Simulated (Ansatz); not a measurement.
# InSe (P6_3/mmc), one atom moved along a line

Theory: DFT PBE+D3(BJ), scalar-relativistic, plane waves, PAW in Ansatz 0.2.0. Cutoff 420 eV, Γ-centred 12×12×2 k-points, Gaussian smearing of 0.03 eV. No spin polarisation. Energies are free energies at this smearing, counted from the undisturbed cell; pressure is positive in compression.

The starting cell (relaxed at this level):

```yaml
crystal:
  lattice:
    - [4.03177, 0.00000, 0.00000]
    - [-2.01589, 3.49162, 0.00000]
    - [0.00000, 0.00000, 16.76237]
  atoms:
    - { symbol: In, position: [0.33333, 0.66667, 0.16666] }
    - { symbol: In, position: [0.66667, 0.33333, 0.66666] }
    - { symbol: In, position: [0.33333, 0.66667, 0.33334] }
    - { symbol: In, position: [0.66667, 0.33333, 0.83334] }
    - { symbol: Se, position: [0.33333, 0.66667, 0.58987] }
    - { symbol: Se, position: [0.66667, 0.33333, 0.08987] }
    - { symbol: Se, position: [0.33333, 0.66667, 0.91013] }
    - { symbol: Se, position: [0.66667, 0.33333, 0.41013] }
```

Atom 5 (Se) is moved by x along the Cartesian unit vector (0.707, 0.707, 0.000); the cell and all other atoms stay fixed.

```csv
x (Å),ΔE (meV/cell),force along x on the moved atoms (eV/Å),pressure (GPa),gap on the mesh (eV)
-0.4500,?,3.55,?,0.34
-0.2700,220.3,1.77,0.4,0.36
0.0000,0.0,0.00,0.0,0.37
0.3600,270.6,-1.36,0.6,0.37
```

Question: Give the withheld values.

Answer: ΔE (meV/cell) at x (Å) = -0.4500: 690.6; pressure (GPa) at x (Å) = -0.4500: 1.4.